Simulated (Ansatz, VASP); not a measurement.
# TiC in VASP and in Ansatz

```
CELL_PARAMETERS angstrom
0.00000 2.14648 2.14648
2.14648 0.00000 2.14648
2.14648 2.14648 0.00000
ATOMIC_POSITIONS crystal
Ti 0.00000 0.00000 0.00000
C 0.50000 0.50000 0.50000
```

Alike in both runs: functional PBEsol; k mesh 12 × 12 × 12; occupations gaussian, width 0.1 eV; no spin polarisation.

Ansatz relaxed the structure, and its values are those at the end. VASP's run is a single point on that final structure, the one shown.

```csv
,VASP,Ansatz
version,VASP 6.6.1,Ansatz 0.2.0
potentials or method,"VASP PAW PBE potentials, release 64 (Ti_sv, C)","plane-wave PAW, scalar-relativistic"
plane-wave cutoff (eV),520,420
valence electrons in the cell,16,16
```

```tsv
	VASP	Ansatz	Ansatz less VASP
pressure (GPa)	0.3	0.0	-0.35
```

Ansatz warned: «pseudo_functional_mismatch».

Caveats: the PAW data sets were made with another functional, which shifts forces and pressure a little (VASP).
